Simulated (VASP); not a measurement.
Set up this calculation in VASP 6.6.1, as the native input.

```
Task                   : relaxation of the atoms
Functional             : PBEsol
Potentials or basis    : VASP PAW PBE potentials, release 64 (Ba_sv, Zr_sv, O)
Cutoff                 : 520 eV
k mesh                 : 6 × 6 × 6
Occupations            : gaussian, width 0.02 eV
Spin                   : no spin polarisation
Dipole correction      : no
Further INCAR settings : ALGO = Normal; EDIFF = 1e-06; IBRION = 2; EDIFFG = -0.005; NSW = 80
```

The structure of BaZrO3 lies in POSCAR:

```
BaZrO3
1.0
    4.1806569789      0.0000000000      0.0000000000
    0.0000000000      4.1806569789      0.0000000000
    0.0000000000      0.0000000000      4.1806569789
Ba Zr O
1 1 3
Direct
    0.0000000000      0.0000000000      0.0000000000
    0.5000000000      0.5000000000      0.5000000000
    0.5000000000      0.5000000000      0.0000000000
    0.5000000000      0.0000000000      0.5000000000
    0.0000000000      0.5000000000      0.5000000000
```

The cell was built by a generator and isn't the measured one.

One way to write it, as run:

INCAR

```
SYSTEM = BaZrO3
PREC = Accurate
ENCUT = 520
EDIFF = 1E-6
ISMEAR = 0
SIGMA = 0.02
LREAL = .False.
LASPH = .True.
NELM = 100
ALGO = Normal
ISIF = 2
LWAVE = .False.
LCHARG = .False.
GGA = PS
IBRION = 2
NSW = 80
EDIFFG = -0.005
```

KPOINTS

```
Automatic mesh
0
Gamma
  6 6 6
  0 0 0
```

Potentials or basis: VASP PAW PBE potentials, release 64 (Ba_sv, Zr_sv, O).

Run with:

```sh
$ cat potpaw_PBE.64/Ba_sv/POTCAR potpaw_PBE.64/Zr_sv/POTCAR potpaw_PBE.64/O/POTCAR > POTCAR
$ mpirun -np 1 vasp_std > vasp.out
```

Results of the run:

* Pressure after relaxing: 1.2 GPa
* Band gap on the k mesh: 3.12 eV, indirect (least direct gap 3.33 eV)

Caveat: the relaxation stopped at its first step, so nothing moved; the PAW data sets were made with another functional, which shifts forces and pressure a little; spin-orbit coupling is left out, which moves the levels of the heavy elements.

Wall time 24 s on 1 thread of Intel(R) Xeon(R) Platinum 8488C (Sapphire Rapids) (shared host), peak memory 0.19 GiB.
